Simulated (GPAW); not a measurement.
Runs of GPAW 26.7.0 on La2O3. The structure is trigonal, space group P-3m1 (No. 164). The conventional cell has a = 3.931 Å, b = 3.931 Å, c = 6.112 Å, α = 90.00°, β = 90.00°, γ = 120.00°. Around La (site symmetry 3m) lie 4 O at 2.36 to 2.44 Å. O (site symmetry -3m) has 6 La at 2.72 Å as nearest neighbours. O (site symmetry 3m) has 4 La at 2.36 to 2.44 Å as nearest neighbours. The cell is a database's computed one.

```tsv
task	level	potentials or basis	k mesh	band path	band points	mesh quality	gap on the mesh (eV)	pressure (GPa)	largest force (eV/Å)
single point	TB-mBJ	GPAW PAW data sets for LDA (gpaw-data 1.2.1), pw	6 × 6 × 4	-	-	not flagged	4.40	-	-
band structure	LDA	the program's PAW data sets (release 1.2.1) made for this functional, pw	5 × 5 × 3	GMKGALHA,LM,KH	80	not flagged	3.93	-6.0	0.14
band structure	r2SCAN	GPAW PAW data sets (gpaw-data 1.2.1), pw	5 × 5 × 3	GMKGALHA,LM,KH	80	not flagged	4.44	(a)	(b)
single point	PBE	GPAW PAW data sets (gpaw-data 1.2.1), pw	8 × 8 × 5	-	-	not flagged	3.89	2.2	0.04
band structure	PBE	GPAW PAW data sets (gpaw-data 1.2.1), pw	5 × 5 × 3	GMKGALHA,LM,KH	80	not flagged	(c)	2.2	0.04
```

Alike in all rows: no spin polarisation; cell as given; cutoff (eV) 800; smearing fermi-dirac 0.05 eV.

Task: Fill in the values left out.

Result: (a) 1.0; (b) 0.07; (c) 4.03.

Caveats: one-centre terms of the f shell are cut off; spin-orbit coupling is left out, which moves the levels of the heavy elements; the mesh misses the band edges, which the band path finds closer together (some runs); the PAW data sets were made with another functional, which shifts forces and pressure a little (some runs); a model potential gives levels but no total energy (some runs); an odd mesh through Γ misses points on the zone boundary, where band edges often lie (some runs).

A k mesh can miss the band edges, and the runs leave out spin-orbit coupling on La.

Not every run made on this cell is shown here.
